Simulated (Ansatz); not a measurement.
Si2Mo:

```
Mo Si
1.0
    -1.60000    1.60000    3.93050
     1.60000   -1.60000    3.93050
     1.60000    1.60000   -3.93050
Mo Si
1 2
Direct
  0.00000 0.00000 0.00000
  0.66700 0.66700 0.00000
  0.33300 0.33300 0.00000
```

Base run:

| Property | Result |
| --- | --- |
| Program | Ansatz 0.2.0 |
| Functional | PBE |
| Potentials or basis | Ansatz PAW |
| Cutoff | 420 eV (not typed: the program's choice for these potentials) |
| k mesh | 12 × 12 × 12 |
| Occupations | fermi-dirac, width 0.05 eV |
| Spin | no spin polarisation |
| Hubbard terms | Mo d U = 6 eV |

Its results: band gap on the k mesh none (metal or under the smearing width); pressure 1.2 GPa; largest force 0.692 eV/Å.

**Question.** The run is repeated on the same cell with these changes: hubbard terms from Mo d U = 6 eV to none; hubbard projectors from ortho-atomic (the default) to none. What comes out?

**Answer.** Band gap on the k mesh none (metal or under the smearing width); pressure 2.2 GPa; largest force 0.279 eV/Å.

Caveats: the density of states is complete only up to the lowest level of the last band computed; U without spin polarisation on a metal has little footing (some runs); the U is typed as a test and isn't derived for this compound (some runs).
